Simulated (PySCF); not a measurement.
Isomers of C5H6, one GFN2-xTB conformer each. Single-point energies are computed at PBE0/pcSseg-1 (PySCF, gas phase, no added dispersion term), electronic only.

```tsv
SMILES	GFN2-xTB relative energy (kJ/mol)
C#C/C=C/C	140.2
C#CC1CC1	136.5
C1=CCC=C1	0.0
C=CC#CC	128.3
```

What does PBE0/pcSseg-1 give for the same structures?

| SMILES | PBE0/pcSseg-1 E (Eh) | PBE0/pcSseg-1 (kJ/mol) | GFN2-xTB (kJ/mol) | point group |
| --- | --- | --- | --- | --- |
| C1=CCC=C1 | -193.83914 | 0.0 | 0.0 | C2v |
| C=CC#CC | -193.79022 | 128.4 | 128.3 | – |
| C#C/C=C/C | -193.78560 | 140.6 | 140.2 | Cs |
| C#CC1CC1 | -193.77473 | 169.1 | 136.5 | Cs |

Both levels put the same isomer lowest; measured from each level's own lowest isomer, the values differ by up to 32.6 kJ/mol (C#CC1CC1: 136.5 against 169.1). As drawn, the lowest has a C=C bond outside aromatic rings, which the highest lacks; the highest has a three-membered ring and a C≡C bond, which the lowest lacks.

Which frontier levels, dipoles and rotational constants go with these structures?

```csv
SMILES,"HOMO (eV, PBE0/pcSseg-1)",LUMO (eV),dipole (D),"A, B, C (MHz)"
C1=CCC=C1,-6.36,-0.47,0.53,"8536, 8442, 4358"
C=CC#CC,-6.73,-0.59,0.68,"34219, 2174, 2070"
C#C/C=C/C,-6.83,-0.63,1.14,"38662, 2285, 2187"
C#CC1CC1,-7.26,1.00,0.95,"15878, 3410, 3240"
```
